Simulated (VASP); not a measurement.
A run of VASP 6.6.1 is set up as follows.

INCAR

```
SYSTEM = ZnO
ALGO = Normal
EDIFF = 1E-6
ENCUT = 520
GGA = PE
ISIF = 2
ISMEAR = 0
IVDW = 12
LASPH = .TRUE.
LCHARG = .TRUE.
LELF = .TRUE.
LREAL = .FALSE.
LVHAR = .TRUE.
LWAVE = .FALSE.
NBANDS = 26
NELM = 100
PREC = Accurate
SIGMA = 0.02
```

KPOINTS

```
k-points
0
G
  9 9 6
  0 0 0
```

Contents of POSCAR:

```
ZnO
1.0
    3.2548447005      0.0000000000      0.0000000000
   -1.6274223502      2.8187781960      0.0000000000
    0.0000000000      0.0000000000      5.2565093483
Zn O
2 2
Direct
    0.3333333333      0.6666666667      0.5000724578
    0.6666666667      0.3333333333      0.0000724578
    0.6666666667      0.3333333333      0.3789375422
    0.3333333333      0.6666666667      0.8789375422
```

Potentials or basis: VASP PAW PBE potentials, release 64 (Zn, O).

The run is started by

```bash
$ cat potpaw_PBE.64/Zn/POTCAR potpaw_PBE.64/O/POTCAR > POTCAR
$ mpirun -np 1 vasp_std > vasp.out
```

Question: Estimate the dispersion energy per atom.

Answer: -0.221 eV.

Question: Predict the pressure.

Answer: 1.0 GPa.

Question: Estimate the band gap on the k mesh.

Answer: 0.76 eV, direct.
